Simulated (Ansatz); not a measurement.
The system is ZnSe (Stilleite).

```
Se Zn
1.0
     0.00000    2.83380    2.83380
     2.83380    0.00000    2.83380
     2.83380    2.83380    0.00000
Se Zn
1 1
Direct
  0.75000 0.75000 0.75000
  0.00000 0.00000 0.00000
```

Base run:

| Item | Value |
| --- | --- |
| Program | Ansatz 0.2.0 |
| Functional | PBE |
| Potentials or basis | all-electron LAPW, scalar-relativistic |
| Cutoff | 311 eV (chosen from the basis error) |
| Basis error allowed | 0.001 eV/atom |
| k mesh | 8 × 8 × 8 |
| Occupations | fermi-dirac, width 0.05 eV |
| Spin | no spin polarisation |

Its results: band gap on the k mesh 1.29 eV, direct; pressure 2.1 GPa.

Q: The run is repeated on the same cell with these changes: functional from PBE to BLYP. What comes out?

A: Band gap on the k mesh 1.23 eV, direct; pressure 5.5 GPa.

BLYP binds less tightly than PBE, so the same cell stands under more pressure.
